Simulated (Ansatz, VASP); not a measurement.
# Sn in VASP and in Ansatz

```
CELL_PARAMETERS angstrom
3.23766 0.00000 0.00000
-1.61883 2.80389 0.00000
0.00000 0.00000 3.03283
ATOMIC_POSITIONS crystal
Sn 0.00000 0.00000 0.00000
```

Alike in both runs: functional r2SCAN; k mesh 21 × 21 × 18; occupations gaussian, width 0.1 eV; no spin polarisation.

Ansatz relaxed the structure, and its values are those at the end. VASP's run is a single point on that final structure, the one shown.

```csv
,VASP,Ansatz
version,VASP 6.6.1,Ansatz 0.2.0
potentials or method,"VASP PAW PBE potentials, release 64 (Sn_d)","scalar-relativistic, plane waves, PAW"
plane-wave cutoff (eV),520,500
valence electrons in the cell,14,14
```

|  | VASP | Ansatz | Ansatz less VASP |
| --- | --- | --- | --- |
| gap on the k mesh at the Fermi level (eV) | none | none | - |
| pressure (GPa) | 0.0 | 0.0 | +0.03 |

A gap of «none» marks a metal or a gap that the smearing closes. The functional is the same, so the differences come from potentials, cutoffs and numerics.

Caveats: the PAW data sets were made with another functional, which shifts forces and pressure a little (VASP).
